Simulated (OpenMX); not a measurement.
Crystal: Mo.

```
CELL_PARAMETERS angstrom
-1.58381 1.58381 1.58381
1.58381 -1.58381 1.58381
1.58381 1.58381 -1.58381
ATOMIC_POSITIONS crystal
Mo 0.00000 0.00000 0.00000
```

```yaml
Program: OpenMX 3.8.5
Task: single point
Functional: PBE
Potentials_or_basis: OpenMX 2013 PBE set, Mo7.0-s3p2d2, grid cutoff 350 Ry
k_mesh: 13 × 13 × 13
Occupations: fermi-dirac, width 0.05 eV
Spin: no spin polarisation
```

On this cell: pressure 2.4 GPa; band gap on the k mesh none (metal or under the smearing width).

The same run follows on a disturbed copy (cell strained at random at fixed volume):

```
Mo
1.0
    -1.59439    1.59130    1.58454
     1.61239   -1.54306    1.55430
     1.60659    1.55526   -1.53630
Mo
1
Direct
  0.99511 0.97150 0.97202
```

Problem. What does the disturbed cell give?

Solution. The energy (extrapolated to zero smearing) moves by +10.6 meV/atom; pressure 2.7 GPa; band gap on the k mesh none (metal or under the smearing width).

Caveats: the basis of atomic orbitals isn't converged, which shifts pressures, moduli and gaps.
